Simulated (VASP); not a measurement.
# SnS2 (Berndtite-2T) (P-3m1) in VASP: a series of runs, part 3 of 3

VASP 6.6.1. The steps go on from the part before.

## (6) Optical spectrum, PBE

The input, INCAR:

```
SYSTEM = SnS2
PREC = Accurate ; ENCUT = 520
EDIFF = 1E-6 ; ISMEAR = 0
SIGMA = 0.03 ; LREAL = .False.
LASPH = .True. ; NELM = 80
ALGO = Fast ; ISIF = 2
LWAVE = .False. ; LCHARG = .False.
GGA = PE ; LOPTICS = .True.
NBANDS = 37 ; NEDOS = 1000
CSHIFT = 0.1 ; KPAR = 2
```

The input, KPOINTS:

```
Automatic mesh
0
Gamma
  9 9 5
  0 0 0
```

The input, POSCAR:

```
SnS2                                    
1.0
    3.6670894307      0.0000000000      0.0000000000
   -1.8335447154      3.1757926050      0.0000000000
    0.0000000000     -0.0000000000      5.8110411771
  Sn              S             
     1     2
Direct
     0.0000000000000000    0.0000000000000000    0.0000000000000000
     0.3333333332999970    0.6666666667000030    0.2543524691518261
     0.6666666667000030    0.3333333332999970    0.7456475308481739
```

Potentials or basis: VASP PAW PBE potentials, release 64 (Sn_d, S).

The run is started by

```
> cat potpaw_PBE.64/Sn_d/POTCAR potpaw_PBE.64/S/POTCAR > POTCAR
> mpirun -np 2 vasp_std > vasp.out
```

OUTCAR:

```text
SYSTEM = SnS2
   PREC = Accurate
   ENCUT = 520
   EDIFF = 1E-6
   ISMEAR = 0
   LREAL = .False.
   LASPH = .True.
   NELM = 80
   ISIF = 2
   GGA = PE

 ion  position               nearest neighbor table
   1  0.000  0.000  0.000-   2 2.58   3 2.58   3 2.58   2 2.58   3 2.58   2 2.58
   2  0.333  0.667  0.254-   1 2.58   1 2.58   1 2.58
   3  0.667  0.333  0.746-   1 2.58   1 2.58   1 2.58

  LATTYP: Found a hexagonal cell.
 ALAT       =     3.6670894307
 C/A-ratio  =     1.5846467033

  Lattice vectors:

 A1 = (   3.6670894307,   0.0000000000,   0.0000000000)
 A2 = (  -1.8335447154,   3.1757926050,   0.0000000000)
 A3 = (   0.0000000000,   0.0000000000,   5.8110411771)

Analysis of symmetry for initial positions (statically):
=====================================================================
 Subroutine PRICEL returns:
 Original cell was already a primitive cell.

 Routine SETGRP: Setting up the symmetry group for a
 hexagonal supercell.

 Subroutine GETGRP returns: Found 12 space group operations
 (whereof 12 operations were pure point group operations)
 out of a pool of 24 trial point group operations.

The static configuration has the point symmetry D_3d.

Analysis of symmetry for dynamics (positions and initial velocities):
=====================================================================
 Subroutine PRICEL returns:
 Original cell was already a primitive cell.

 Routine SETGRP: Setting up the symmetry group for a
 hexagonal supercell.

 Subroutine GETGRP returns: Found 12 space group operations
 (whereof 12 operations were pure point group operations)
 out of a pool of 24 trial point group operations.

The dynamic configuration has the point symmetry D_3d.

 Subroutine INISYM returns: Found 12 space group operations
 (whereof 12 operations are pure point group operations),
 and found     1 'primitive' translations

----------------------------------------------------------------------------------------

                                     Primitive cell

  volume of cell :      67.6749

  direct lattice vectors                    reciprocal lattice vectors
     3.667089431  0.000000000  0.000000000     0.272695831  0.157441011  0.000000000
    -1.833544715  3.175792605  0.000000000     0.000000000  0.314882023  0.000000000
     0.000000000  0.000000000  5.811041177     0.000000000  0.000000000  0.172086201

  length of vectors
     3.667089431  3.667089431  5.811041177     0.314882023  0.314882023  0.172086201

[... 133 lines left out ...]

 val. band max:        4.8283619889   @ k =   0.0000   0.0000   0.0000
 cond. band min:       6.1348603239   @ k =   0.0000   0.4444   0.4000
 fundamental gap:      1.3064983350
 Fermi energy:         4.9974106287

 k-point     1 :       0.0000    0.0000    0.0000
  band No.  band energies     occupation
      1     -16.1893      2.00000
      2     -16.1893      2.00000
      3     -16.1502      2.00000
      4     -16.1239      2.00000
      5     -16.1239      2.00000
      6      -8.9785      2.00000
[... 661 lines left out ...]
     24      18.5780      0.00000
     25      19.3120      0.00000

 [... further k-points ...]

 [bands above 25 left out]

------------------------ aborting loop because EDIFF is reached ----------------------------------------

  FORCE on cell =-STRESS in cart. coord.  units (eV):
  Direction    XX          YY          ZZ          XY          YZ          ZX
  --------------------------------------------------------------------------------------
  -------------------------------------------------------------------------------------
  Total        1.0179531      1.0179531      1.0338099     -0.0000000      0.0000000      0.0000000
  in kB       24.0996520     24.0996520     24.4750557     -0.0000000      0.0000000      0.0000000
  external PRESSURE =      24.2247866 kB  Pullay stress =       0.0000000 kB

 VOLUME and BASIS-vectors are now :
 -----------------------------------------------------------------------------
  energy-cutoff  :      520.00
  volume of cell :       67.67
      direct lattice vectors                 reciprocal lattice vectors
     3.667089431  0.000000000  0.000000000     0.272695831  0.157441011  0.000000000
    -1.833544715  3.175792605  0.000000000     0.000000000  0.314882023  0.000000000
     0.000000000  0.000000000  5.811041177     0.000000000  0.000000000  0.172086201

 POSITION                                       TOTAL-FORCE (eV/Angst)
 -----------------------------------------------------------------------------------
      0.00000      0.00000      0.00000         0.000000      0.000000      0.000000
     -0.00000      2.11720      1.47805        -0.000000      0.000000     -0.007619
      1.83354      1.05860      4.33299        -0.000000     -0.000000      0.007619
 -----------------------------------------------------------------------------------
    total drift:                               -0.000000     -0.000000     -0.000000

  FREE ENERGIE OF THE ION-ELECTRON SYSTEM (eV)
  ---------------------------------------------------
  free  energy   TOTEN  =       -13.1535015456 eV

  energy  without entropy=      -13.1535015456  energy(sigma->0) =      -13.15350155

 electrical conductivity sigma (Mega S m-1) (frequency dependency in vasprun.xml)
  --------------------------------------------------------------------------------------
       0.000      -0.000       0.000
      -0.000       0.000       0.000
       0.000      -0.000       0.000

  frequency dependent IMAGINARY DIELECTRIC FUNCTION (independent particle, no local field effects) density-density
     E(ev)      X         Y         Z        XY        YZ        ZX
  --------------------------------------------------------------------------------------------------------------
     0.00000     0.00000     0.00000     0.00000     0.00000     0.00000     0.00000
     0.57031     0.05729     0.05729     0.07109    -0.00000    -0.00000     0.00000
     1.14061     0.14501     0.14501     0.20522    -0.00000    -0.00000     0.00000
     1.71092     0.48861     0.48861     1.62130    -0.00000    -0.00000     0.00000
     2.28123     2.49599     2.49599     8.56700    -0.00000    -0.00000     0.00000
     2.85154     4.98414     4.98414     7.05155    -0.00000    -0.00000    -0.00000
[... 92 lines left out ...]
    55.89013     0.00051     0.00051     0.00051    -0.00000    -0.00000     0.00000
    56.46044     0.00049     0.00049     0.00049    -0.00000    -0.00000     0.00000

  frequency dependent      REAL DIELECTRIC FUNCTION (independent particle, no local field effects) density-density
     E(ev)        X           Y           Z          XY          YZ          ZX
  --------------------------------------------------------------------------------------------------------------
     0.00000     9.31739     9.31739     8.91494    -0.00000    -0.00000     0.00000
     0.57031     9.47481     9.47481     9.10683    -0.00000    -0.00000     0.00000
     1.14061    10.02045    10.02045     9.82413    -0.00000    -0.00000     0.00000
     1.71092    11.41453    11.41453    11.76087    -0.00000    -0.00000     0.00000
     2.28123    13.14349    13.14349    12.38965    -0.00000    -0.00000    -0.00000
     2.85154    12.64340    12.64340     7.60932    -0.00000    -0.00000     0.00000
[... 92 lines left out ...]
    55.89013     0.88107     0.88107     0.88123     0.00000     0.00000    -0.00000
    56.46044     0.88392     0.88392     0.88408     0.00000     0.00000    -0.00000

  frequency dependent IMAGINARY DIELECTRIC FUNCTION (independent particle, no local field effects) current-current
     E(ev)      X         Y         Z        XY        YZ        ZX
  --------------------------------------------------------------------------------------------------------------
     0.00000    29.16921    29.16921    27.75617    -0.00000    -0.00000     0.00000
     0.57031     3.02832     3.02832     2.91263    -0.00000    -0.00000     0.00000
     1.14061     1.72618     1.72618     1.75164    -0.00000    -0.00000     0.00000
     1.71092     1.70642     1.70642     2.87869    -0.00000    -0.00000     0.00000
     2.28123     3.56011     3.56011     9.55490    -0.00000    -0.00000     0.00000
     2.85154     5.80043     5.80043     7.50727    -0.00000    -0.00000     0.00000
[... 92 lines left out ...]
    55.89013     0.00008     0.00008     0.00009    -0.00000    -0.00000     0.00000
    56.46044     0.00008     0.00008     0.00008    -0.00000    -0.00000     0.00000

  frequency dependent      REAL DIELECTRIC FUNCTION (independent particle, no local field effects) current-current
     E(ev)        X           Y           Z          XY          YZ          ZX
  --------------------------------------------------------------------------------------------------------------
     0.00000     9.29735     9.29735     8.89028    -0.00000    -0.00000     0.00000
     0.57031     9.45195     9.45195     9.07797    -0.00000    -0.00000     0.00000
     1.14061     9.99217     9.99217     9.78384    -0.00000    -0.00000     0.00000
     1.71092    11.35476    11.35476    11.55830    -0.00000    -0.00000     0.00000
     2.28123    12.92135    12.92135    11.61877    -0.00000    -0.00000     0.00000
     2.85154    12.29220    12.29220     7.11313    -0.00000    -0.00000    -0.00000
[... 92 lines left out ...]
    55.89013     0.88109     0.88109     0.88125     0.00000     0.00000     0.00000
    56.46044     0.88394     0.88394     0.88410     0.00000     0.00000     0.00000
```

It took 32 s on 2 MPI ranks of Intel Xeon 6975P-C (Granite Rapids), shared host; peak memory 0.34 GiB.

Results:

```
Free energy            : -13.1535 eV
Pressure               : 2.4 GPa
Largest force          : 0.008 eV/Å
Band gap on the k mesh : 1.31 eV, indirect (least direct gap 1.75 eV)
```

Forces in eV/Å, atoms in the order of the input:
```
Sn   0.000  0.000  0.000
S    0.000  0.000 -0.008
S    0.000  0.000  0.008
```

Dielectric function (mean over the directions given):
| energy (eV) | real part | imaginary part |
| --- | --- | --- |
| 0.29 | 9.22 | 0.03 |
| 0.74 | 9.48 | 0.09 |
| 1.25 | 10.16 | 0.20 |
| 1.77 | 11.62 | 1.05 |
| 2.28 | 12.89 | 4.52 |
| 2.79 | 10.91 | 5.26 |
| 3.31 | 10.92 | 4.57 |
| 3.76 | 11.63 | 9.40 |
| 4.28 | 7.72 | 9.65 |
| 4.79 | 8.03 | 11.97 |
| 5.30 | 6.50 | 12.82 |
| 5.82 | -0.05 | 13.37 |
| 6.33 | -2.09 | 10.77 |
| 6.84 | -4.28 | 6.84 |
| 7.30 | -3.31 | 5.53 |
| 7.81 | -1.95 | 3.75 |
| 8.33 | -0.62 | 3.71 |
| 8.84 | -1.17 | 5.21 |
| 9.35 | -2.32 | 3.84 |
| 9.87 | -1.88 | 3.34 |
| 10.32 | -2.11 | 2.62 |
| 10.84 | -1.85 | 1.96 |
| 11.35 | -1.58 | 1.88 |
| 11.86 | -1.46 | 1.53 |
| 12.38 | -1.08 | 1.29 |
| 12.89 | -1.00 | 1.19 |
| 13.40 | -1.07 | 1.06 |
| 13.86 | -0.89 | 1.06 |
| 14.37 | -0.91 | 0.71 |
| 14.88 | -0.71 | 0.63 |
| 15.40 | -0.53 | 0.45 |
| 15.91 | -0.35 | 0.50 |
| 16.42 | -0.33 | 0.36 |
| 16.88 | -0.20 | 0.38 |
| 17.39 | -0.14 | 0.37 |
| 17.91 | -0.09 | 0.32 |
| 18.42 | -0.01 | 0.26 |
| 18.93 | 0.04 | 0.26 |
| 19.45 | 0.08 | 0.24 |
| 19.96 | 0.14 | 0.20 |

Caveat: spectra need much finer meshes, so this one isn't converged; independent-particle spectra lack excitons; spin-orbit coupling is left out, which moves the levels of the heavy elements; an odd mesh through Γ misses points on the zone boundary, where band edges often lie; this functional lacks dispersion, which binds the layers, so the pressure and a relaxed spacing across them are unreliable.

## (7) The runs side by side

```tsv
task	level	spin	k mesh	further INCAR settings	monkhorst-Pack mesh	gap on the mesh (eV)	pressure (GPa)	largest force (eV/Å)
band structure	PBE	SOC, no magnetisation	6 × 6 × 4	ALGO = Fast; EDIFF = 1e-06	-	-	2.4	0.01
band structure	TB-mBJ	off	9 × 9 × 5	ALGO = Normal; EDIFF = 1e-06	-	2.07	-	-
band structure	TB-mBJ	SOC, no magnetisation	6 × 6 × 4	ALGO = Normal; EDIFF = 1e-06	-	-	-	-
dielectric tensor	PBE	off	15 × 15 × 8	ALGO = Fast; EDIFF = 1e-08	no	1.27	-	-
optical spectrum	PBE	off	9 × 9 × 5	ALGO = Fast; EDIFF = 1e-06; NBANDS = 37	-	1.31	2.4	0.01
```

Alike in all rows: potentials or basis VASP PAW PBE potentials, release 64 (Sn_d, S); cell as given; cutoff (eV) 520; smearing gaussian 0.03 eV.

On the cell as given the gap runs from 1.27 eV (PBE) to 2.07 eV (TB-mBJ); the meshes differ, which moves gaps too.

Caveats: this functional lacks dispersion, which binds the layers, so the pressure and a relaxed spacing across them are unreliable (some runs); spin-orbit coupling is left out, which moves the levels of the heavy elements (some runs); the PAW data sets were made with another functional, which shifts forces and pressure a little (some runs); an odd mesh through Γ misses points on the zone boundary, where band edges often lie (some runs); spectra need much finer meshes, so this one isn't converged (some runs); independent-particle spectra lack excitons (some runs).

Total energies depend on the potentials used, so only differences within one code and one set of settings carry meaning.
